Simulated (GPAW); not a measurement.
Crystal: V.

```
V
1.0
     2.62293    0.00000    0.00000
    -0.87431    2.47292    0.00000
    -0.87431   -1.23646    2.14161
V
1
Direct
  0.00000 0.00000 0.00000
```

Base run:

| Property | Result |
| --- | --- |
| Program | GPAW 26.7.0 |
| Functional | r4SCAN |
| Potentials or basis | GPAW PAW data sets (gpaw-data 1.2.1) |
| Cutoff | 600 eV |
| Basis | pw |
| k mesh | 10 × 10 × 10 |
| Occupations | fermi-dirac, width 0.05 eV |
| Spin | collinear spin, ferromagnetic start |
| Starting moments | [2.0] μB |

Its results: pressure -6.9 GPa; net moment 0.00 μB per cell.

Q: The run is repeated on the same cell with these changes: functional from r4SCAN to BLYP; potentials or basis from GPAW PAW data sets (gpaw-data 1.2.1) to PAW data sets generated in the run's folder for this functional. What comes out?

A: Pressure 0.4 GPa; net moment 0.00 μB per cell.

Caveats: the PAW data sets were made with another functional, which shifts forces and pressure a little (some runs).
